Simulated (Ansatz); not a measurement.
# AlP: the cost of one run

Computed with Ansatz 0.2.0 (DFT PBE+D3(BJ), scalar-relativistic, plane waves, PAW, unless a step's input says otherwise).

The COD entry's cell or inner coordinates are ideal or old and differ from later refinements, so a difference from it is no clean test against experiment.

5 further runs of the same task are left out: 1 that didn't finish, 4 set aside as unsound or not needed.

## 1. The starting structure

The structure is cubic, space group F-43m (No. 216). The conventional cell has a = 5.452 Å, b = 5.452 Å, c = 5.452 Å, α = 90.00°, β = 90.00°, γ = 90.00°. Around Al (site symmetry -43m) lie 4 P at 2.36 Å. P (site symmetry -43m) has 4 Al at 2.36 Å as nearest neighbours.

Coordinates:

```xyz
2
Lattice="0.0000 2.7260 2.7260 2.7260 0.0000 2.7260 2.7260 2.7260 0.0000" Properties=species:S:1:pos:R:3 pbc="T T T"
Al    0.0000    0.0000    0.0000
P     4.0890    4.0890    4.0890
```

It is the result of an earlier relaxation at this level (volume 20.26 Å³/atom; gap on the mesh: 1.57 eV).

## 2. The film's bulk: SnO

Relaxed beforehand at this level: -3296.0774 eV/atom, gap on the mesh none (metal).

```cif
data_structure
_symmetry_space_group_name_H-M 'P4/nmm:1'
_symmetry_Int_Tables_number 129
_cell_length_a 3.8371
_cell_length_b 3.8371
_cell_length_c 4.7621
_cell_angle_alpha 90.000
_cell_angle_beta 90.000
_cell_angle_gamma 90.000
_cell_volume 70.11
loop_
_atom_site_label
_atom_site_type_symbol
_atom_site_symmetry_multiplicity
_atom_site_Wyckoff_symbol
_atom_site_fract_x
_atom_site_fract_y
_atom_site_fract_z
_atom_site_occupancy
Sn1 Sn 2 c 0.00000 0.50000 0.24324 1
O1 O 2 a 0.00000 0.00000 0.00000 1
```

## 3. Band edges and mean potential of the bulk

File input.yaml:

```yaml
crystal:
  lattice:
    - [0.0, 2.7259875101, 2.7259875101]
    - [2.7259875101, 0.0, 2.7259875101]
    - [2.7259875101, 2.7259875101, 0.0]
  atoms:
    - { symbol: Al, position: [0.0, 0.0, 0.0] }
    - { symbol: P, position: [0.75, 0.75, 0.75] }
basis:
  ecutwfc: 420
kpoints:
  mp_grid: { grid: [8, 8, 8] }
  band_path: { path: [VBM, CBM], npoints: 2 }
hamiltonian:
  xc: pbe
  dispersion: d3bj
scf:
  occupations: { method: gaussian, width: 0.02 }
output:
  forces: true
  stress: true
  eigenvalues: true
```

Launch:

```console
$ ansatz run input.yaml --threads 2 --pin off --max-ram 6144MiB --backend cpu --events-out ev --progress --plain --runs-dir out
```

**Question.** How long does this run take on 2 threads of an x86-64 CPU, shared host, and how much memory does it need?

About 1.3 s, with a peak of 0.34 GiB.
